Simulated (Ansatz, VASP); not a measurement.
One calculation of Mg, two programs

Contents of INCAR:

```
PREC = Accurate ; ENCUT = 520
EDIFF = 1E-8 ; ISMEAR = -1
SIGMA = 0.05 ; LREAL = False
LASPH = True ; NELM = 60
ALGO = Normal ; ISIF = 2
LWAVE = False ; LCHARG = False
GGA = CA ; LEFG = True
NBANDS = 9
```

File KPOINTS:

```
Automatic mesh
0
Gamma
  12 12 7
```

POSCAR

```
Mg
1.0
    3.2092715325      0.0000000000      0.0000000000
   -1.6046357662      2.7793106748      0.0000000000
    0.0000000000      0.0000000000      5.3145366000
Mg
2
Direct
    0.3333333333      0.6666666667      0.2500000000
    0.6666666667      0.3333333333      0.7500000000
```

Input for Ansatz:

```yaml
crystal:
  lattice:
    - [3.2092715325, 0.0, 0.0]
    - [-1.6046357662, 2.7793106748, 0.0]
    - [0.0, 0.0, 5.3145366]
  atoms:
    - { symbol: Mg, position: [0.3333333333, 0.6666666667, 0.25] }
    - { symbol: Mg, position: [0.6666666667, 0.3333333333, 0.75] }
kpoints:
  mp_grid: { grid: [12, 12, 7] }
scf:
  occupations: { method: fermi_dirac, width: 0.05 }
hamiltonian:
  xc: lda
  pseudopotentials: { kind: all_electron, datasets: crystal }
output:
  forces: true
  stress: true
  eigenvalues: true
  efg: { contact_densities: true }
```

Change from the starting cell: zz strain of +2 %, crystal datasets.

Alike in both runs: task electric field gradients; functional LDA; k mesh 12 × 12 × 7; occupations fermi-dirac, width 0.05 eV; no spin polarisation.

|  | VASP | Ansatz |
| --- | --- | --- |
| version | VASP 6.6.1 | Ansatz 0.2.0 |
| potentials or method | VASP PAW LDA potentials, release 64 (Mg) | all-electron PAW with datasets made for the crystal, scalar-relativistic |
| plane-wave cutoff (eV) | 520 | see its input |

Ansatz gave:

* pressure (GPa): -3.0
* largest component of the traceless stress (GPa): 1.26
* Vzz of the field gradient on the site that differs most (V/Å²): 2.1

**Question.** Estimate VASP's values.

**Answer.** Pressure (GPa): -3.4; largest component of the traceless stress (GPa): 1.27; Vzz of the field gradient on the site that differs most (V/Å²): 2.1.

Ansatz ran all-electron here, so the differences hold the error of VASP's frozen core and of both bases.
